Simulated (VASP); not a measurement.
# SiC (P6_3mc) in VASP: settings compared, part 2 of 2

VASP 6.6.1. Earlier steps stand in the parts before.

### 6 Single point, HSE06

Contents of POSCAR:

```
SiC
1.0
    3.0810000000      0.0000000000      0.0000000000
   -1.5405000000      2.6682242691      0.0000000000
    0.0000000000      0.0000000000     10.0850000000
Si C
4 4
Direct
    0.6666666700      0.3333333300      0.9378419800
    0.3333333300      0.6666666700      0.4378419800
    0.0000000000      0.0000000000      0.6878943800
    0.0000000000      0.0000000000      0.1878943800
    0.6666666700      0.3333333300      0.7498025900
    0.3333333300      0.6666666700      0.2498025900
    0.0000000000      0.0000000000      0.5004600500
    0.0000000000      0.0000000000      0.0004600500
```

Contents of INCAR.step1:

```
SYSTEM = SiC
ALGO = Normal
EDIFF = 1E-5
ENCUT = 520
GGA = PE
ISIF = 2
ISMEAR = 0
KPAR = 4
LASPH = .TRUE.
LCHARG = .FALSE.
LREAL = .FALSE.
LWAVE = .TRUE.
NBANDS = 26
NELM = 60
PREC = Accurate
SIGMA = 0.02
```

Contents of INCAR.step2:

```
SYSTEM = SiC
ALGO = Normal
EDIFF = 1E-6
ENCUT = 520
GGA = PE
HFSCREEN = 0.2
ISIF = 2
ISMEAR = 0
ISTART = 1
KPAR = 4
LASPH = .TRUE.
LCHARG = .FALSE.
LHFCALC = .TRUE.
LREAL = .FALSE.
LWAVE = .FALSE.
NBANDS = 26
NELM = 60
PREC = Accurate
PRECFOCK = Fast
SIGMA = 0.02
```

Contents of KPOINTS:

```
k-points
0
G
  6 6 2
  0 0 0
```

Potentials or basis: VASP PAW PBE potentials, release 64 (Si, C).

On the command line:

```bash
$ cat potpaw_PBE.64/Si/POTCAR potpaw_PBE.64/C/POTCAR > POTCAR
$ cp INCAR.step1 INCAR
$ mpirun -np 4 vasp_std > vasp.out
$ cp INCAR.step2 INCAR
$ mpirun -np 4 vasp_std > vasp.out
```

OUTCAR:

```text
SYSTEM = SiC
   EDIFF = 1E-6
   ENCUT = 520
   GGA = PE
   HFSCREEN = 0.2
   ISIF = 2
   ISMEAR = 0
   ISTART = 1
   LASPH = .TRUE.
   LHFCALC = .TRUE.
   LREAL = .FALSE.
   NELM = 60
   PREC = Accurate
   PRECFOCK = Fast

 ion  position               nearest neighbor table
   1  0.667  0.333  0.938-   8 1.89   8 1.89   8 1.89   5 1.90   3 3.09   3 3.09   3 3.09   4 3.09
                             4 3.09   4 3.09
   2  0.333  0.667  0.438-   7 1.89   7 1.89   7 1.89   6 1.90   4 3.09   4 3.09   4 3.09   3 3.09
                             3 3.09   3 3.09
   3  0.000  0.000  0.688-   5 1.89   5 1.89   5 1.89   7 1.89   1 3.09   1 3.09   1 3.09   2 3.09
                             2 3.09   2 3.09
   4  0.000  0.000  0.188-   6 1.89   6 1.89   6 1.89   8 1.89   2 3.09   2 3.09   2 3.09   1 3.09
                             1 3.09   1 3.09
   5  0.667  0.333  0.750-   3 1.89   3 1.89   3 1.89   1 1.90
   6  0.333  0.667  0.250-   4 1.89   4 1.89   4 1.89   2 1.90
   7  0.000  0.000  0.500-   2 1.89   2 1.89   2 1.89   3 1.89
   8  0.000  0.000  0.000-   1 1.89   1 1.89   1 1.89   4 1.89

  LATTYP: Found a hexagonal cell.
 ALAT       =     3.0810000000
 C/A-ratio  =     3.2732878935

  Lattice vectors:

 A1 = (   3.0810000000,   0.0000000000,   0.0000000000)
 A2 = (  -1.5405000000,   2.6682242691,   0.0000000000)
 A3 = (   0.0000000000,   0.0000000000,  10.0850000000)

Analysis of symmetry for initial positions (statically):
=====================================================================
 Subroutine PRICEL returns:
 Original cell was already a primitive cell.

 Routine SETGRP: Setting up the symmetry group for a
 hexagonal supercell.

 Subroutine GETGRP returns: Found 12 space group operations
 (whereof  6 operations were pure point group operations)
 out of a pool of 24 trial point group operations.

The static configuration has the point symmetry C_3v.
[... 146 lines left out ...]
   NKREDY  =     1    reduce k-point grid by
   NKREDZ  =     1    reduce k-point grid by
   AEXX    =    0.2500 exact exchange contribution
   HFSCREEN=    0.2000 screening length (either q_TF or 0.3 A-1)
   HFSCREENC=   0.2000 screening length for correlation (either q_TF or 0.3 A-1)
   ENCUTFOCK=  -1.0 apply spherical cutoff to Coloumb kernel
   IVDW    =     0    specifies the selected vdW correction
   LEPSILON=     F    determine dielectric tensor
   LRPA    =     F    only Hartree local field effects (RPA)
 non-spin polarized calculation
 Gauss-broadening in eV      SIGMA  =   0.02
  energy-cutoff  :      520.00
  volume of cell :       82.91
 maximum number of plane-waves:      2256
 NGX is ok and might be reduce to    24
  NGX = 14; NGY = 14; NGZ = 48

 number of electron      32.0000001 magnetization

 Free energy of the ion-electron system (eV)
  ---------------------------------------------------
  ext. energy  EPLUGINS =         0.00000000
  ---------------------------------------------------
  free energy    TOTEN  =       -69.83222949 eV

  energy without entropy =      -69.83222949  energy(sigma->0) =      -69.83222949

 E-fermi :   7.6323     XC(G=0):  -9.3348

 val. band max:        7.5396996225   @ k =   0.0000   0.0000   0.0000
 cond. band min:      10.7044951848   @ k =   0.5000   0.0000   0.0000
 fundamental gap:      3.1647955623
 Fermi energy:         7.6323317160

 k-point     1 :       0.0000    0.0000    0.0000
  band No.  band energies     occupation
      1      -9.5251      2.00000
      2      -8.2453      2.00000
      3      -8.2111      2.00000
      4      -5.6812      2.00000
      5      -1.8914      2.00000
      6       2.7397      2.00000
[... 395 lines left out ...]
     25      19.4409      0.00000
     26      19.4414      0.00000

------------------------ aborting loop because EDIFF is reached ----------------------------------------

  FORCE on cell =-STRESS in cart. coord.  units (eV):
  Direction    XX          YY          ZZ          XY          YZ          ZX
  --------------------------------------------------------------------------------------
  -------------------------------------------------------------------------------------
  Total       -1.1471544     -1.1471544     -1.2089311      0.0000000      0.0000000      0.0000000
  in kB      -22.1688175    -22.1688175    -23.3626562      0.0000000      0.0000000      0.0000000
  external PRESSURE =     -22.5667637 kB  Pullay stress =       0.0000000 kB

 VOLUME and BASIS-vectors are now :
 -----------------------------------------------------------------------------
  energy-cutoff  :      520.00
  volume of cell :       82.91
      direct lattice vectors                 reciprocal lattice vectors
     3.081000000  0.000000000  0.000000000     0.324569945  0.187390545  0.000000000
    -1.540500000  2.668224269  0.000000000     0.000000000  0.374781090  0.000000000
     0.000000000  0.000000000 10.085000000     0.000000000  0.000000000  0.099157164

 POSITION                                       TOTAL-FORCE (eV/Angst)
 -----------------------------------------------------------------------------------
      1.54050      0.88941      9.45814         0.000000     -0.000000      0.009918
     -0.00000      1.77882      4.41564        -0.000000      0.000000      0.009918
      0.00000      0.00000      6.93741         0.000000      0.000000      0.015485
      0.00000      0.00000      1.89491        -0.000000     -0.000000      0.015485
      1.54050      0.88941      7.56176         0.000000      0.000000     -0.012480
     -0.00000      1.77882      2.51926        -0.000000      0.000000     -0.012480
      0.00000      0.00000      5.04714        -0.000000     -0.000000     -0.012923
      0.00000      0.00000      0.00464         0.000000      0.000000     -0.012923
 -----------------------------------------------------------------------------------
    total drift:                               -0.000000      0.000000     -0.000034

  FREE ENERGIE OF THE ION-ELECTRON SYSTEM (eV)
  ---------------------------------------------------
  free  energy   TOTEN  =       -69.8322294859 eV

  energy  without entropy=      -69.8322294859  energy(sigma->0) =      -69.83222949
```

OUTCAR.step1:

```text
SYSTEM = SiC
   EDIFF = 1E-5
   ENCUT = 520
   GGA = PE
   ISIF = 2
   ISMEAR = 0
[... 646 lines left out ...]
      1.54050      0.88941      7.56176        -0.000000      0.000000     -0.005305
     -0.00000      1.77882      2.51926         0.000000     -0.000000     -0.005305
      0.00000      0.00000      5.04714        -0.000000      0.000000     -0.008523
      0.00000      0.00000      0.00464        -0.000000     -0.000000     -0.008523
 -----------------------------------------------------------------------------------
    total drift:                               -0.000000     -0.000000     -0.000292

  FREE ENERGIE OF THE ION-ELECTRON SYSTEM (eV)
  ---------------------------------------------------
  free  energy   TOTEN  =       -60.2173607861 eV

  energy  without entropy=      -60.2173607861  energy(sigma->0) =      -60.21736079
```

It took 11 min on 4 MPI ranks of AMD EPYC 7R13 (Zen 3), shared host; peak memory 0.3 GiB.

Results:

| Item | Value |
| --- | --- |
| Free energy | -69.8322 eV |
| Pressure | -2.3 GPa |
| Largest force | 0.015 eV/Å |
| Band gap on the k mesh | 3.16 eV, indirect (least direct gap 4.40 eV) |

Forces on the atoms (eV/Å):
```
Si   0.000  0.000  0.010
Si   0.000  0.000  0.010
Si   0.000  0.000  0.015
Si   0.000  0.000  0.015
C    0.000  0.000 -0.012
C    0.000  0.000 -0.012
C    0.000  0.000 -0.013
C    0.000  0.000 -0.013
```

Caveat: the PAW data sets were made with another functional, which shifts forces and pressure a little. A k mesh can miss the band edges.

### 7 Overview

| task | level | k mesh | grid for exact exchange (PRECFOCK) | exchange at q = 0 | screening parameter | gap on the mesh (eV) | pressure (GPa) | largest force (eV/Å) |
| --- | --- | --- | --- | --- | --- | --- | --- | --- |
| electrostatic potential | PBE | 12 × 12 × 4 | - | - | - | 2.23 | 2.8 | 0.01 |
| single point | r2SCAN | 12 × 12 × 4 | - | - | - | 2.61 | -0.9 | - |
| single point | PBE0 | 6 × 6 × 2 | Fast | default | - | 3.89 | -2.4 | 0.01 |
| single point | HSE06 | 6 × 6 × 2 | Fast | - | 0.2 1/A | 3.16 | -2.3 | 0.02 |

Alike in all rows: potentials or basis VASP PAW PBE potentials, release 64 (Si, C); no spin polarisation; cell as given; cutoff (eV) 520; smearing gaussian 0.02 eV.

On the cell as given the gap runs from 2.23 eV (PBE) to 3.89 eV (PBE0); the meshes differ, which moves gaps too. The pressure there spans -2.4 GPa (PBE0) to 2.8 GPa (PBE); a positive pressure means that this level wants a larger cell, a negative one a smaller.

Caveats: the PAW data sets were made with another functional, which shifts forces and pressure a little (some runs).

Absolute energies hang on the potentials; compare differences alone.
